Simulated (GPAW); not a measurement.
# TiB2 (P6/mmm) in GPAW: settings compared

Aim: see how the results for TiB2 move with the level of theory and the settings. Levels: PBE, LDA+U. Tasks: single point.

Program: GPAW 26.7.0. These are calculated values, not measurements. Logs are shortened: lines on timing, memory, paths and dates and some standing lists are left out, and cuts for length are marked. The log counts tension as positive stress, the text compression.

## Step 1: The structure

It takes space group P6/mmm (No. 191, hexagonal). Conventional cell: a = 3.029 Å, b = 3.029 Å, c = 3.228 Å, α = 90.00°, β = 90.00°, γ = 120.00°. Ti (site symmetry 6/mmm) is surrounded by 12 B at 2.38 Å. B (site symmetry -6m2) is surrounded by 3 B at 1.75 Å.

## Step 2: Single point, PBE

run.py

```python
from ase.dft.bandgap import bandgap
from ase.io import read, write
from ase.units import GPa
from gpaw import GPAW, PW, setup_paths

setup_paths.insert(0, '.')

atoms = read('POSCAR')

calc = GPAW(mode=PW(800),
            xc='PBE',
            kpts={'size': (8, 8, 7), 'gamma': True},
            occupations={'name': 'fermi-dirac', 'width': 0.05},
            setups='sg15',
            nbands=-11,
            maxiter=120,
            txt='gpaw.txt')
atoms.calc = calc
energy = atoms.get_potential_energy()
forces = atoms.get_forces()
stress = atoms.get_stress()
calc.write('gs.gpw')
write('result.traj', atoms)
print(f'Energy: {energy:.6f} eV')
print('Forces (eV/A):')
print(forces.round(4))
print('Stress (GPa):', (stress / GPa).round(3))
print('Fermi level:', round(calc.get_fermi_level(), 4), 'eV')
print(f'Gap: {bandgap(calc)[0]:.4f} eV, direct: {bandgap(calc, direct=True)[0]:.4f} eV')
```

POSCAR

```
TiB2
1.0
    3.0292000000      0.0000000000      0.0000000000
   -1.5146000000      2.6233641531      0.0000000000
    0.0000000000      0.0000000000      3.2284000000
Ti B
1 2
Direct
    0.0000000000      0.0000000000      0.0000000000
    0.6666666667      0.3333333333      0.5000000000
    0.3333333333      0.6666666667      0.5000000000
```

Potentials or basis: SG15 ONCV 1.2, pw.

On the command line:

```bash
$ OMP_NUM_THREADS=1 python run.py
```

gpaw.txt:

```text
__  _  _
 | _ |_)|_||  |
 |__||  | ||/\| - 26.7.0

Input parameters:
  mode=PW(ecut=800.0),
  kpts=MonkhorstPack(size=(8, 8, 7), gamma=True),
  maxiter=120,
  nbands=-11,
  occupations=Occupations(name='fermi-dirac', width=0.05),
  setups={'default': 'sg15'},
  xc=XC(name='PBE')

Diagonalizing LCAO Hamiltonian
Converting LCAO to pw mode

         B  B

       Ti

Atoms  # Å, Bohr magnetons
|   | symbol |         x |        y |        z |    initial magnetic moments |
|---|--------|-----------|----------|----------|-----------------------------|
| 0 |     Ti |  0.000000 | 0.000000 | 0.000000 | ( 0.0000,  0.0000,  0.0000) |
| 1 |      B |  1.514600 | 0.874455 | 1.614200 | ( 0.0000,  0.0000,  0.0000) |
| 2 |      B | -0.000000 | 1.748909 | 1.614200 | ( 0.0000,  0.0000,  0.0000) |

Unit cell  # Å
| periodic |         x |        y |        z |  lengths |     angles |
|----------|-----------|----------|----------|----------|------------|
|      yes |  3.029200 | 0.000000 | 0.000000 | 3.029200 |  90.000000 |
|      yes | -1.514600 | 2.623364 | 0.000000 | 3.029200 |  90.000000 |
|      yes |  0.000000 | 0.000000 | 3.228400 | 3.228400 | 120.000000 |

Number of symmetries: 24
Symmetry operations  # r_c * U_cc + t_c -> r_c
|    | kind |            matrix            |
|----|------|------------------------------|
|  0 |  σ   |  1, 1, 0,  0,-1, 0,  0, 0, 1 |
|  1 |  C2  |  1, 1, 0,  0,-1, 0,  0, 0,-1 |
|  2 |  C6  |  1, 1, 0, -1, 0, 0,  0, 0, 1 |
|  3 |  S6  |  1, 1, 0, -1, 0, 0,  0, 0,-1 |
|  4 |  E   |  1, 0, 0,  0, 1, 0,  0, 0, 1 |
|  5 |  σ   |  1, 0, 0,  0, 1, 0,  0, 0,-1 |
|  6 |  σ   |  1, 0, 0, -1,-1, 0,  0, 0, 1 |
|  7 |  C2  |  1, 0, 0, -1,-1, 0,  0, 0,-1 |
|  8 |  σ   |  0, 1, 0,  1, 0, 0,  0, 0, 1 |
|  9 |  C2  |  0, 1, 0,  1, 0, 0,  0, 0,-1 |
| 10 |  C3  |  0, 1, 0, -1,-1, 0,  0, 0, 1 |
| 11 |  S3  |  0, 1, 0, -1,-1, 0,  0, 0,-1 |
| 12 |  C6  |  0,-1, 0,  1, 1, 0,  0, 0, 1 |
| 13 |  S6  |  0,-1, 0,  1, 1, 0,  0, 0,-1 |
| 14 |  σ   |  0,-1, 0, -1, 0, 0,  0, 0, 1 |
| 15 |  C2  |  0,-1, 0, -1, 0, 0,  0, 0,-1 |
| 16 |  σ   | -1, 0, 0,  1, 1, 0,  0, 0, 1 |
| 17 |  C2  | -1, 0, 0,  1, 1, 0,  0, 0,-1 |
| 18 |  C2  | -1, 0, 0,  0,-1, 0,  0, 0, 1 |
| 19 |  i   | -1, 0, 0,  0,-1, 0,  0, 0,-1 |
| 20 |  C3  | -1,-1, 0,  1, 0, 0,  0, 0, 1 |
| 21 |  S3  | -1,-1, 0,  1, 0, 0,  0, 0,-1 |
| 22 |  σ   | -1,-1, 0,  0, 1, 0,  0, 0, 1 |
| 23 |  C2  | -1,-1, 0,  0, 1, 0,  0, 0,-1 |

BZ-sampling:
  Number of BZ points: 448
  Number of IBZ points: 40

  Monkhorst-Pack size: [8, 8, 7]
  Monkhorst-Pack shift: [0.0625, 0.0625, 0.0]

K-points  # in reciprocal-cell coordinates
|     |                                coordinates |     weight |
|-----|--------------------------------------------|------------|
|   0 | (  0.00000000,   0.00000000,   0.00000000) | 0.00223214 |
|   1 | (  0.00000000,   0.00000000,   0.14285714) | 0.00446429 |
|   2 | (  0.00000000,   0.00000000,   0.28571429) | 0.00446429 |
|   3 | (  0.00000000,   0.00000000,   0.42857143) | 0.00446429 |
|   4 | (  0.12500000,   0.00000000,   0.00000000) | 0.01339286 |
|   5 | (  0.12500000,   0.00000000,   0.14285714) | 0.02678571 |
|   6 | (  0.12500000,   0.00000000,   0.28571429) | 0.02678571 |
|   7 | (  0.12500000,   0.00000000,   0.42857143) | 0.02678571 |
|   8 | (  0.25000000,  -0.12500000,   0.00000000) | 0.01339286 |
|   9 | (  0.25000000,  -0.12500000,   0.14285714) | 0.02678571 |
| ... |                                            |            |
|  39 | (  0.50000000,   0.50000000,   0.42857143) | 0.01339286 |

Plane wave coefficients: 1334
Cutoff: 800.0 eV

Spin-components: 1 (collinear spins)
Bands:           20
Projectors:      14
Spin-degeneracy: 2
Datatype:        complex128

Parallelization:
  kpt:    1
  domain: 1
  band:   1

Density:
  Valence electrons: 18.0
  Components: 1
  Grid points: [20 20 24]
  Charge: 0.0  # |e|

Potential:
  Grid points: [20 20 24]

species:
  Norm-conserving UPF setup:
    Element:   Ti
    Z:         22
    Valence: 12.0
  Projectors:
    l=0 rcut=2.49
    l=0 rcut=2.49
    l=1 rcut=2.49
    l=1 rcut=2.49
    l=2 rcut=2.49
    l=2 rcut=2.49
  No states stored on this setup
  Local potential cutoff: 2.42
  Comp charge cutoff:     2.42
  File: ./Ti_ONCV_PBE-1.2.upf

    LCAO basis set for Ti:
      Name: atompaw.sz
      This basis set was not loaded from a file
      Number of radial functions: 4
      Number of spherical harmonics: 10
        l=0, rc=8.9500 Bohr: 3s e=-2.294 f=2.000
        l=0, rc=8.9500 Bohr: 4s e=-0.165 f=2.000
        l=1, rc=8.9500 Bohr: 3p e=-1.419 f=6.000
        l=2, rc=8.9500 Bohr: 3d e=-0.152 f=2.000
      Number of RI-basis functions 0

  Norm-conserving UPF setup:
    Element:    B
    Z:          5
    Valence:  3.0
  Projectors:
    l=0 rcut=1.93
    l=0 rcut=1.93
    l=1 rcut=1.93
    l=1 rcut=1.93
  No states stored on this setup
  Local potential cutoff: 2.14
  Comp charge cutoff:     2.14
  File: ./B_ONCV_PBE-1.2.upf

    LCAO basis set for B:
      Name: atompaw.sz
      This basis set was not loaded from a file
      Number of radial functions: 2
      Number of spherical harmonics: 4
        l=0, rc=8.9500 Bohr: 2s e=-0.344 f=2.000
        l=1, rc=8.9500 Bohr: 2p e=-0.132 f=1.000
      Number of RI-basis functions 0

Reference energy: 0.000000  # eV

eigensolver:
  PPCG
  Converge bands: occupied
  niter=2

density mixing:
  MSR1-Mixer
  Pratt-step length: 0.05
  Maximum mixing coefficient: 0.75
  Old densities: 10
  SVD Regularization: 0.005
  Good broyden scale: 1.0
  Trust region scale: 1.0
  Backstep threshold: 4.0
  History deletion threshold: 6.0
  Fourier metric: weight=20.0, sigma=0.015

occupation numbers:
  Fermi-Dirac:
    width: 0.0500  # eV

poisson solver:
  ecut: 6400.0  # eV

xc functional:
  name: PBE with 2 nearest neighbor stencil

convergence criteria:
- Maximum [total energy] change in last 3 cyles: 0.0005 eV / valence electron
- Maximum integral of absolute [dens]ity change: 0.0001 electrons / valence electron
- Maximum integral of absolute [eigenst]ate change: 4e-08 eV^2 / valence electron
maximum number of iterations: 120

SCF iterations
|iter     | |      energy | eigst |  dens |
|---------|-|-------------|-------|-------|
|iter:   1| |-1729.229854 | -0.04 |       |
|iter:   2| |-1728.734913 | -1.85 | -0.91 |
|iter:   3| |-1727.512426 | -1.29 | -0.98 |
|iter:   4| |-1727.483191 | -2.68 | -1.71 |
|iter:   5| |-1727.480112 | -3.48 | -2.04 |
|iter:   6| |-1727.479955c| -4.70 | -2.62 |
|iter:   7| |-1727.479875c| -5.34 | -3.07 |
|iter:   8| |-1727.479875c| -7.33 | -4.11c|
|iter:   9| |-1727.479875c| -7.78c| -4.59c|

Converged in 9 steps
Energy contributions relative to reference atoms: (reference = 0.000000)

Energy contributions:
  Kinetic:         555.566053
  Coulomb:       -2144.505533
  Zero:            118.822969
  External:          0.000000
  Xc:             -257.363063
  Entropy:          -0.000602
  Spinorbit:         0.000000
  ----------------------------
  Free energy:   -1727.480176
  Extrapolated:  -1727.479875

dipole moment: (-9.087600, -15.740185, -19.370400)  # |e|*Ang

Fermi level: 11.362
Eigenvalues  # (at kpt = [0.000, 0.000, 0.000])
| band index |      eig [eV] | occ [0-2] |
|------------|---------------|-----------|
|          0 |       -45.670 |     2.000 |
|          1 |       -22.026 |     2.000 |
|          2 |       -21.704 |     2.000 |
|          3 |       -21.704 |     2.000 |
|          4 |        -2.203 |     2.000 |
|          5 |         8.680 |     2.000 |
[... 9 lines left out ...]
|         15 |        18.242 |     0.000 |
|         16 |        20.409 |     0.000 |
|        ... |               |           |
|         19 |        30.896 |     0.000 |

No gap
No difference between direct/indirect transitions

Forces  # eV/Ang
|        x |        y |       z |
|----------|----------|---------|
|  0.00000 | -0.00000 | 0.00000 |  # Ti   0
|  0.00000 | -0.00000 | 0.00000 |  # B    1
| -0.00000 |  0.00000 | 0.00000 |  # B    2

Stress tensor  # eV/Ang^3
|         x |         y |        z |
|-----------|-----------|----------|
|  0.002820 | -0.000000 | 0.000000 |
| -0.000000 |  0.002820 | 0.000000 |
|  0.000000 |  0.000000 | 0.008596 |

# Writing to gs.gpw (mode='')
```

Run time: 19 s. Hardware: 1 thread of Arm Neoverse V1, shared host; peak memory 0.16 GiB.

Results:

```
Free energy            : -1727.4802 eV
Pressure               : -0.8 GPa
Band gap on the k mesh : none (metal or under the smearing width)
```

## Step 3: Single point, LDA+U

run.py, as its differences from that of step 2:

```diff
@@ -7,10 +7,10 @@
 
-atoms = read('POSCAR')
+atoms = read('TiB2.xyz')
 
-calc = GPAW(mode=PW(800),
-            xc='PBE',
+calc = GPAW(mode=PW(600),
+            xc='LDA',
             kpts={'size': (8, 8, 7), 'gamma': True},
             occupations={'name': 'fermi-dirac', 'width': 0.05},
-            setups='sg15',
-            nbands=-11,
+            setups={'Ti': ':d,8.0'},
+            nbands=20,
             maxiter=120,
```

TiB2.xyz

```xyz
3
Lattice="3.0292000000 0.0000000000 0.0000000000 -1.5146000000 2.6233641531 0.0000000000 0.0000000000 0.0000000000 3.2284000000" Properties=species:S:1:pos:R:3 pbc="T T T"
Ti     0.0000000000      0.0000000000      0.0000000000
B      1.5146000002      0.8744547176      1.6142000000
B     -0.0000000002      1.7489094355      1.6142000000
```

Potentials or basis: PAW data sets generated in the run's folder for this functional, pw.

On the command line:

```bash
$ gpaw-setup -f LDA B Ti
$ OMP_NUM_THREADS=1 python run.py
```

It took 12 s on 1 thread of INTEL XEON PLATINUM 8581C at 2.30GHz (Emerald Rapids), shared host; peak memory 0.15 GiB.

The run converged. Its results:

```
Free energy            : -19.3970 eV
Pressure               : -0.6 GPa
Band gap on the k mesh : none (metal or under the smearing width)
```

Stress tensor (GPa, compression positive):
```
-1.89  0.00  0.00
 0.00 -1.89  0.00
 0.00  0.00  1.93
```

Levels at points of the mesh, in eV from the Fermi level:
| k point | band 6 | band 7 | band 8 | band 9 | band 10 | band 11 | band 12 | band 13 |
| --- | --- | --- | --- | --- | --- | --- | --- | --- |
| (0.00, 0.00, 0.00) | -3.22 | -3.06 | -3.06 | -2.29 | 2.21 | 2.21 | 3.57 | 3.57 |
| (0.50, 0.50, 0.00) | -9.92 | -4.00 | -3.57 | -2.48 | 1.59 | 2.51 | 2.95 | 3.59 |

Caveat: the cutoff is short for stress and forces, so pressures can be off by a GPa or more; U without spin polarisation on a metal has little footing; the U is typed as a test and isn't derived for this compound.
